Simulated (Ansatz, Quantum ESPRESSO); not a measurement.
# 2 layers of Mo in Pb(111), on the host's sites: ballistic transmission, part 2 of 3

How well does the junction conduct in the ballistic limit? It is: 2 layers of Mo in Pb(111), on the host's sites.

Quantum ESPRESSO 7.5; plane-wave DFT, PBE, GBRV ultrasoft pseudopotentials; cross-check by Ansatz 0.2.0 with PAW datasets.

So far. Step 2 (Self-consistent run): The run needed 14 iterations to bring the estimated error under 1e-07 Ry; the largest force on any atom, held or free, is 0.70 eV/Å.

**3. The open system**

Level of this step: transmission by pwcond, lead and junction from one cell; plane-wave DFT, PBE, GBRV ultrasoft pseudopotentials (Quantum ESPRESSO).

prefixt takes both regions from one run: the lead from 0 to bdl, the scattering region from bdl to bds (units of alat). ikind = 1 puts the same lead on both sides. The program's T_tot counts both spins in a run without spin; the tables below give T per spin.

Input file cond.in:

```
&inputcond
  outdir = './out'
  prefixt = 'scf'
  tran_file = 'cond.dat'
  bdl = 2.4494897422
  bds = 11.4242441452
  ikind = 1
  ewind = 4.0
  epsproj = 1e-05
  nz1 = 7
  energy0 = 0.4
  denergy = -0.4
/
19
  0.00000000 0.00000000 0.00694444
  0.00000000 0.08333333 0.04166667
  0.00000000 0.16666667 0.04166667
  0.00000000 0.25000000 0.04166667
  0.00000000 0.33333333 0.04166667
  0.00000000 0.41666667 0.04166667
  0.00000000 0.50000000 0.02083333
  0.08333333 0.16666667 0.04166667
  0.08333333 0.25000000 0.08333333
  0.08333333 0.33333333 0.08333333
  0.08333333 0.41666667 0.08333333
  0.08333333 0.50000000 0.08333333
  0.16666667 0.33333333 0.04166667
  0.16666667 0.41666667 0.08333333
  0.16666667 0.50000000 0.08333333
  0.16666667 0.58333333 0.04166667
  0.25000000 0.50000000 0.04166667
  0.25000000 0.58333333 0.08333333
  0.33333333 0.66666667 0.01388889
3
```

On the command line:

```bash
OMP_NUM_THREADS=1 mpirun -n 4 pwcond.x -in cond.in > cond.out
```

Output:

```text
[banner, memory and clock lines left out]
Program PWCOND v.7.5 starts

          URL

     ./out/scf.save/

     IMPORTANT: XC functional enforced from input :
     Exchange-correlation= PBE
                           (   1   4   3   4   0   0   0)
     Any further DFT definition will be discarded
     Please, verify this is what you really want

     Check: negative core charge=   -0.000009

     negative rho (up, down):  2.127E-01 0.000E+00
     Reading collected, re-writing distributed wavefunctions

===== INPUT FILE containing all the regions =====

     GEOMETRY:

     lattice parameter (alat)  =       6.7213  a.u.
     the volume                =    3004.0951 (a.u.)^3
     the cross section         =      39.1232 (a.u.)^2
     l of the unit cell        =      11.4242 (alat)
     number of atoms/cell      =           15
     number of atomic types    =            2

     crystal axes: (cart. coord. in units of alat)
               a(1) = (  1.0000  0.0000  0.0000 )
               a(2) = (  0.5000  0.8660  0.0000 )
               a(3) = (  0.0000  0.0000 11.4242 )

   Cartesian axes

     site n.     atom                  positions (alat units)
          1        Pb     tau(  1)=(  0.0000  0.0000 11.4242  )
          2        Pb     tau(  2)=(  0.5000  0.2887  0.8165  )
          3        Pb     tau(  3)=(  1.0000  0.5774  1.6330  )
          4        Pb     tau(  4)=(  0.0000  0.0000  2.4495  )
          5        Pb     tau(  5)=(  0.5000  0.2887  3.2660  )
          6        Pb     tau(  6)=(  1.0000  0.5774  4.0825  )
          7        Mo     tau(  7)=(  0.0000  0.0000  4.6932  )
          8        Mo     tau(  8)=(  0.5000  0.2887  5.0981  )
          9        Pb     tau(  9)=(  1.0000  0.5774  5.7088  )
         10        Pb     tau( 10)=(  0.0000  0.0000  6.5253  )
         11        Pb     tau( 11)=(  0.5000  0.2887  7.3418  )
         12        Pb     tau( 12)=(  1.0000  0.5774  8.1583  )
         13        Pb     tau( 13)=(  0.0000  0.0000  8.9748  )
         14        Pb     tau( 14)=(  0.5000  0.2887  9.7913  )
         15        Pb     tau( 15)=(  1.0000  0.5774 10.6077  )

     nr1s                      =           27
     nr2s                      =           27
     nr3s                      =          320
     nr1sx                     =           27
     nr2sx                     =           27
     nr3sx                     =          320
     nr1                       =           32
     nr2                       =           32
     nr3                       =          360
     nr1x                      =           32
     nr2x                      =           32
     nr3x                      =          360

 _______________________________
  Radii of nonlocal spheres:

     type       ibeta     ang. mom.          radius (alat units)
       Pb         1         0                    0.3458
       Pb         2         0                    0.3458
       Pb         3         1                    0.3458
       Pb         4         1                    0.3458
       Pb         5         2                    0.3458
       Pb         6         2                    0.3458
       Mo         1         0                    0.3327
       Mo         2         0                    0.3327
       Mo         3         1                    0.3327
       Mo         4         1                    0.3327
       Mo         5         2                    0.3327
       Mo         6         2                    0.3327
----- General information -----

--- T calc. with identical leads (ikind=1) ---

     nrx                       =           27
     nry                       =           27
     nz1                       =            7

     energy0               =         4.0E-01
     denergy               =        -4.0E-01
     nenergy               =          3
     ecut2d                =         4.0E+01
     ewind                 =         4.0E+00
     epsproj               =         1.0E-05

     number of k_|| points=   19
                       cryst. coord.
        k(    1) = (   0.0000000   0.0000000), wk =   0.0069444
        k(    2) = (   0.0000000   0.0833333), wk =   0.0416667
        k(    3) = (   0.0000000   0.1666667), wk =   0.0416667
        k(    4) = (   0.0000000   0.2500000), wk =   0.0416667
        k(    5) = (   0.0000000   0.3333333), wk =   0.0416667
        k(    6) = (   0.0000000   0.4166667), wk =   0.0416667
        k(    7) = (   0.0000000   0.5000000), wk =   0.0208333
        k(    8) = (   0.0833333   0.1666667), wk =   0.0416667
        k(    9) = (   0.0833333   0.2500000), wk =   0.0833333
        k(   10) = (   0.0833333   0.3333333), wk =   0.0833333
        k(   11) = (   0.0833333   0.4166667), wk =   0.0833333
        k(   12) = (   0.0833333   0.5000000), wk =   0.0833333
        k(   13) = (   0.1666667   0.3333333), wk =   0.0416667
        k(   14) = (   0.1666667   0.4166667), wk =   0.0833333
        k(   15) = (   0.1666667   0.5000000), wk =   0.0833333
        k(   16) = (   0.1666667   0.5833333), wk =   0.0416667
        k(   17) = (   0.2500000   0.5000000), wk =   0.0416667
        k(   18) = (   0.2500000   0.5833333), wk =   0.0833333
        k(   19) = (   0.3333333   0.6666667), wk =   0.0138889
----- Information about left/right lead -----

     nocros                   =           18
     noins                    =           36
     norb                     =           72
     norbf                    =          234
     nrz                      =           69

      iorb      type   ibeta   ang. mom.   m       position (alat)
        1        1       1        0        1   taunew(   1)=(  0.0000  0.0000  0.0000)
        2        1       2        0        1   taunew(   2)=(  0.0000  0.0000  0.0000)
        3        1       3        1        1   taunew(   3)=(  0.0000  0.0000  0.0000)
        4        1       3        1        2   taunew(   4)=(  0.0000  0.0000  0.0000)
        5        1       3        1        3   taunew(   5)=(  0.0000  0.0000  0.0000)
        6        1       4        1        1   taunew(   6)=(  0.0000  0.0000  0.0000)
        7        1       4        1        2   taunew(   7)=(  0.0000  0.0000  0.0000)
        8        1       4        1        3   taunew(   8)=(  0.0000  0.0000  0.0000)
        9        1       5        2        1   taunew(   9)=(  0.0000  0.0000  0.0000)
       10        1       5        2        2   taunew(  10)=(  0.0000  0.0000  0.0000)
       11        1       5        2        3   taunew(  11)=(  0.0000  0.0000  0.0000)
       12        1       5        2        4   taunew(  12)=(  0.0000  0.0000  0.0000)
       13        1       5        2        5   taunew(  13)=(  0.0000  0.0000  0.0000)
[...]
188        1       4        1        3   taunew( 188)=(  0.5000  0.2887  7.3418)
      189        1       5        2        1   taunew( 189)=(  0.5000  0.2887  7.3418)
      190        1       5        2        2   taunew( 190)=(  0.5000  0.2887  7.3418)
      191        1       5        2        3   taunew( 191)=(  0.5000  0.2887  7.3418)
      192        1       5        2        4   taunew( 192)=(  0.5000  0.2887  7.3418)
      193        1       5        2        5   taunew( 193)=(  0.5000  0.2887  7.3418)
      194        1       6        2        1   taunew( 194)=(  0.5000  0.2887  7.3418)
      195        1       6        2        2   taunew( 195)=(  0.5000  0.2887  7.3418)
      196        1       6        2        3   taunew( 196)=(  0.5000  0.2887  7.3418)
      197        1       6        2        4   taunew( 197)=(  0.5000  0.2887  7.3418)
      198        1       6        2        5   taunew( 198)=(  0.5000  0.2887  7.3418)
      199        1       1        0        1   taunew( 199)=(  1.0000  0.5774  8.1583)
      200        1       2        0        1   taunew( 200)=(  1.0000  0.5774  8.1583)
      201        1       3        1        1   taunew( 201)=(  1.0000  0.5774  8.1583)
      202        1       3        1        2   taunew( 202)=(  1.0000  0.5774  8.1583)
      203        1       3        1        3   taunew( 203)=(  1.0000  0.5774  8.1583)
      204        1       4        1        1   taunew( 204)=(  1.0000  0.5774  8.1583)
      205        1       4        1        2   taunew( 205)=(  1.0000  0.5774  8.1583)
      206        1       4        1        3   taunew( 206)=(  1.0000  0.5774  8.1583)
      207        1       5        2        1   taunew( 207)=(  1.0000  0.5774  8.1583)
      208        1       5        2        2   taunew( 208)=(  1.0000  0.5774  8.1583)
      209        1       5        2        3   taunew( 209)=(  1.0000  0.5774  8.1583)
      210        1       5        2        4   taunew( 210)=(  1.0000  0.5774  8.1583)
      211        1       5        2        5   taunew( 211)=(  1.0000  0.5774  8.1583)
      212        1       6        2        1   taunew( 212)=(  1.0000  0.5774  8.1583)
      213        1       6        2        2   taunew( 213)=(  1.0000  0.5774  8.1583)
      214        1       6        2        3   taunew( 214)=(  1.0000  0.5774  8.1583)
      215        1       6        2        4   taunew( 215)=(  1.0000  0.5774  8.1583)
      216        1       6        2        5   taunew( 216)=(  1.0000  0.5774  8.1583)
      217        1       1        0        1   taunew( 217)=(  0.0000  0.0000  8.9748)
      218        1       2        0        1   taunew( 218)=(  0.0000  0.0000  8.9748)
      219        1       3        1        1   taunew( 219)=(  0.0000  0.0000  8.9748)
      220        1       3        1        2   taunew( 220)=(  0.0000  0.0000  8.9748)
      221        1       3        1        3   taunew( 221)=(  0.0000  0.0000  8.9748)
      222        1       4        1        1   taunew( 222)=(  0.0000  0.0000  8.9748)
      223        1       4        1        2   taunew( 223)=(  0.0000  0.0000  8.9748)
      224        1       4        1        3   taunew( 224)=(  0.0000  0.0000  8.9748)
      225        1       5        2        1   taunew( 225)=(  0.0000  0.0000  8.9748)
      226        1       5        2        2   taunew( 226)=(  0.0000  0.0000  8.9748)
      227        1       5        2        3   taunew( 227)=(  0.0000  0.0000  8.9748)
      228        1       5        2        4   taunew( 228)=(  0.0000  0.0000  8.9748)
      229        1       5        2        5   taunew( 229)=(  0.0000  0.0000  8.9748)
      230        1       6        2        1   taunew( 230)=(  0.0000  0.0000  8.9748)
      231        1       6        2        2   taunew( 231)=(  0.0000  0.0000  8.9748)
      232        1       6        2        3   taunew( 232)=(  0.0000  0.0000  8.9748)
      233        1       6        2        4   taunew( 233)=(  0.0000  0.0000  8.9748)
      234        1       6        2        5   taunew( 234)=(  0.0000  0.0000  8.9748)
 ngper, shell number =          121          15
 ngper, n2d =          121         114
---  E-Ef =    0.4000000  k =    0.0000000   0.0000000
---  ie =          1  ik =          1
 Nchannels of the left tip =            1
 Right moving states:
   k1(2pi/a)   k2(2pi/a)   E-Ef (eV)
   0.2248837  -0.0000107   0.4000000
 Left moving states:
   k1(2pi/a)   k2(2pi/a)   E-Ef (eV)
  -0.2248837  -0.0000107   0.4000000

 to transmit
 Band j to band i transmissions and reflections:
    j         i     |T_ij|^2    |R_ij|^2

    1 -->     1     0.26605     0.73395
   Total T_j, R_j =    0.26605  0.73395

E-Ef(ev), T(x2 spins) =    0.4000000   0.5321002
---  E-Ef =    0.0000000  k =    0.0000000   0.0000000
---  ie =          2  ik =          1
 Nchannels of the left tip =            1
 Right moving states:
   k1(2pi/a)   k2(2pi/a)   E-Ef (eV)
   0.1809125  -0.0000107   0.0000000
 Left moving states:
   k1(2pi/a)   k2(2pi/a)   E-Ef (eV)
  -0.1809125  -0.0000107   0.0000000

 to transmit
 Band j to band i transmissions and reflections:
    j         i     |T_ij|^2    |R_ij|^2

    1 -->     1     0.39625     0.60375
   Total T_j, R_j =    0.39625  0.60375

E-Ef(ev), T(x2 spins) =    0.0000000   0.7924912
---  E-Ef =   -0.4000000  k =    0.0000000   0.0000000
---  ie =          3  ik =          1
 Nchannels of the left tip =            1
 Right moving states:
   k1(2pi/a)   k2(2pi/a)   E-Ef (eV)
   0.1358934  -0.0000107  -0.4000000
 Left moving states:
   k1(2pi/a)   k2(2pi/a)   E-Ef (eV)
  -0.1358934  -0.0000107  -0.4000000

 to transmit
 Band j to band i transmissions and reflections:
    j         i     |T_ij|^2    |R_ij|^2

    1 -->     1     0.51274     0.48726
   Total T_j, R_j =    0.51274  0.48726

E-Ef(ev), T(x2 spins) =   -0.4000000   1.0254868
 ngper, shell number =          121          66
 ngper, n2d =          121         121
[... further energies and points left out ...]
---  E-Ef =    0.4000000  k =    0.3333333   0.6666667
---  ie =          1  ik =         19
 Nchannels of the left tip =            0
 Right moving states:
   k1(2pi/a)   k2(2pi/a)   E-Ef (eV)
 Left moving states:
   k1(2pi/a)   k2(2pi/a)   E-Ef (eV)

 to transmit
          E-Ef(ev), T =    0.4000000   0.0000000
---  E-Ef =    0.0000000  k =    0.3333333   0.6666667
---  ie =          2  ik =         19
 Nchannels of the left tip =            0
 Right moving states:
   k1(2pi/a)   k2(2pi/a)   E-Ef (eV)
 Left moving states:
   k1(2pi/a)   k2(2pi/a)   E-Ef (eV)

 to transmit
          E-Ef(ev), T =    0.0000000   0.0000000
---  E-Ef =   -0.4000000  k =    0.3333333   0.6666667
---  ie =          3  ik =         19
 Nchannels of the left tip =            3
 Right moving states:
   k1(2pi/a)   k2(2pi/a)   E-Ef (eV)
   0.3274904  -0.0000134  -0.4000000
   0.3305698  -0.0000135  -0.4000000
   0.3306349  -0.0000137  -0.4000000
 Left moving states:
   k1(2pi/a)   k2(2pi/a)   E-Ef (eV)
  -0.3274904  -0.0000134  -0.4000000
  -0.3305697  -0.0000135  -0.4000000
  -0.3306349  -0.0000138  -0.4000000

 to transmit
 Band j to band i transmissions and reflections:
    j         i     |T_ij|^2    |R_ij|^2

    1 -->     1     0.09002     0.90998
    1 -->     2     0.00000     0.00000
    1 -->     3     0.00000     0.00000
   Total T_j, R_j =    0.09002  0.90998

    2 -->     1     0.00000     0.00000
    2 -->     2     0.99969     0.00029
    2 -->     3     0.00001     0.00001
   Total T_j, R_j =    0.99970  0.00030

    3 -->     1     0.00000     0.00000
    3 -->     2     0.00001     0.00001
    3 -->     3     0.09289     0.90709
   Total T_j, R_j =    0.09290  0.90710

E-Ef(ev), T(x2 spins) =   -0.4000000   2.3652361
   T_tot     0.40000      0.15127E+01
   T_tot     0.00000      0.13890E+01
   T_tot    -0.40000      0.12246E+01

Note: The following floating-point exceptions are signalling: IEEE_UNDERFLOW_FLAG
Note: The following floating-point exceptions are signalling: IEEE_UNDERFLOW_FLAG
Note: The following floating-point exceptions are signalling: IEEE_UNDERFLOW_FLAG
Note: The following floating-point exceptions are signalling: IEEE_UNDERFLOW_FLAG
```

The job ended after 3.6 min (4 MPI ranks of Arm Neoverse V2, shared host; peak memory 0.39 GiB; 14 min of CPU time).

Read from the output:

| Property | Result |
| --- | --- |
| lead channels at the Fermi level, one spin | 1.340 |
| transmission at the Fermi level, one spin | 0.6945 |
| conductance | 0.6945 G₀ |

Per spin; mean over the k mesh across the current. The open channels, zone mean by energy, zero at the Fermi level:

```tsv
energy (eV)	open channels, zone mean
-0.400	1.26
0.000	1.34
0.400	1.26
```

Per spin; mean over the k mesh across the current. Transmission, zone mean against energy, zero at the Fermi level:

```tsv
energy (eV)	transmission, zone mean
-0.400	0.612
0.000	0.694
0.400	0.756
```

At 0.000 eV; k in fractions of b1, b2. Transmission by k point:

```tsv
k1	k2	weight	t	channels
0	0	0.006944	0.3962	1
0	0.08333	0.04167	0.4192	1
0	0.1667	0.04167	0.3504	1
0	0.25	0.04167	0.534	2
0	0.3333	0.04167	1.405	2
0	0.4167	0.04167	0.5922	1
0	0.5	0.02083	0	0
0.08333	0.1667	0.04167	0.4096	1
0.08333	0.25	0.08333	0.09165	1
0.08333	0.3333	0.08333	1.342	2
0.08333	0.4167	0.08333	0.9894	1
0.08333	0.5	0.08333	0.5455	1
0.1667	0.3333	0.04167	0.6389	2
0.1667	0.4167	0.08333	0.7779	1
0.1667	0.5	0.08333	0.817	1
0.1667	0.5833	0.04167	0.2175	3
0.25	0.5	0.04167	0.9307	1
0.25	0.5833	0.08333	0.9887	2
0.3333	0.6667	0.01389	0	0
```

The program's own clock; routines nest. Time by routine:

```tsv
routine	wall time (s)	calls
PWCOND	216.9	1
scatter_forw	177.6	114
local	17.37	19
compbs	17.04	57
compbs_2	14.32	57
init	0.71	1
poten	0.07	1
```

The run is unpolarised; a magnetic state was not tried, may lie lower and would change T.

At no point does T exceed the number of channels.

(Part 2 of 3 ends here.)

[Logs are printed without paths, hosts, clocks, repeated set-up lines and the standing remarks that a program may print on its own settings, such as how far it seeks lower states.]

[Hosts, paths, dates, database ids (printed as entryN), source tags and the programs' standing remarks are cut or masked in the printed files.]

[Maps of the electrostatic potential energy from Ansatz leave out the sawtooth potential of an applied field or a dipole correction, so their vacuum need not be flat; planar profiles and work functions include it.]
